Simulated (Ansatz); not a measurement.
# Hf: the cost of one run

Method: DFT PBE, scalar-relativistic, in Ansatz 0.2.0.

## 1. The system as given

Symmetry: Fm-3m, No. 225, cubic system. The conventional cell has a = 4.440 Å, b = 4.440 Å, c = 4.440 Å, α = 90.00°, β = 90.00°, γ = 90.00°. Hf (site symmetry m-3m) is surrounded by 12 Hf at 3.14 Å.

As a file:

```cif
data_structure
_symmetry_space_group_name_H-M 'Fm-3m'
_symmetry_Int_Tables_number 225
_cell_length_a 4.4400
_cell_length_b 4.4400
_cell_length_c 4.4400
_cell_angle_alpha 90.000
_cell_angle_beta 90.000
_cell_angle_gamma 90.000
_cell_volume 87.53
loop_
_atom_site_label
_atom_site_type_symbol
_atom_site_symmetry_multiplicity
_atom_site_Wyckoff_symbol
_atom_site_fract_x
_atom_site_fract_y
_atom_site_fract_z
_atom_site_occupancy
Hf1 Hf 4 a 0.00000 0.00000 0.00000 1
```

The file gives the conventional cell by its symmetry; the runs use the cell typed in the input.

## 2. The deformed structure

Space group Fm-3m before, R-3m after.

## 3. LAPW, all electrons

File input.yaml:

```yaml
crystal:
  lattice:
    - [0.0222, 2.2311, 2.2311]
    - [2.2311, 0.0222, 2.2311]
    - [2.2311, 2.2311, 0.0222]
  atoms:
    - { symbol: Hf, position: [0.0, 0.0, 0.0] }
kpoints:
  mp_grid: { grid: [13, 13, 13] }
  band_path:
    path:
      - [0.0, 0.0, 0.0]
      - [0.5, 0.5, 0.5]
      - [0.247543133, 0.5, 0.752456867]
      - [-0.247543133, 0.247543133, 0.5]
      - [0.0, 0.0, 0.5]
      - [0.0, 0.0, 0.0]
      - [-0.3737715665, 0.0, 0.3737715665]
      - [0.0, 0.3737715665, 0.6262284335]
      - [0.0, 0.5, 0.5]
    npoints: 5
scf:
  occupations: { method: fermi_dirac, width: 0.03 }
hamiltonian:
  xc: pbe
  pseudopotentials: { kind: all_electron, lapw: { basis_error: 0.001 } }
output:
  forces: true
  stress: true
  eigenvalues: true
```

On the command line:

```bash
$ ansatz run input.yaml --threads 1 --pin off --max-ram 3072MiB --backend cpu --events-out ev --progress --plain --runs-dir out
```

**Question.** How long does this run take on 1 thread of Intel Xeon Platinum 8375C at 2.90GHz (Ice Lake), shared host, and how much memory does it need?

About 20 s, with a peak of 0.45 GiB.
